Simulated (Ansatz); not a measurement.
Runs of Ansatz 0.2.0 on Nb. Symmetry: Im-3m, No. 229, cubic system. Conventional cell: a = 3.328 Å, b = 3.328 Å, c = 3.328 Å, α = 90.00°, β = 90.00°, γ = 90.00°. Nb (site symmetry m-3m) is surrounded by 8 Nb at 2.88 Å. 

```csv
task,level,k mesh,cutoff (eV),atoms under strain,q mesh,points for each segment of the path,gap on the mesh (eV),V0 of scaled cells (Å³/atom),B0 (GPa)
elastic constants,PBEsol,10 × 10 × 10,420,relaxed,-,-,none,-,-
equation of state,r2SCAN,11 × 11 × 11,500,-,-,-,-,18.09,180
equation of state,PBE,11 × 11 × 11,420,-,-,-,-,18.21,(a)
phonons,PBEsol,10 × 10 × 10,420,-,2 × 2 × 2,8,none,-,-
```

Alike in all rows: potentials or basis Ansatz PAW; no spin polarisation; cell as given; smearing fermi-dirac 0.05 eV.

Q: Fill in the values left out.

A: (a) 171.

Caveats: the PAW data sets come from PBE, with cores solved anew for the run's functional, which leaves a small shift of forces and pressure (some runs); the cell is more than 3 GPa from zero pressure, which shifts response properties (some runs); elastic constants of metals need much finer meshes, so these are rough (some runs); the PAW data sets were made with another functional, which shifts forces and pressure a little (some runs); some levels weren't fully converged (some runs).

A k mesh can miss the band edges, and the runs leave out spin-orbit coupling on Nb.

A gap of «none» marks a metal or a gap under the smearing width.
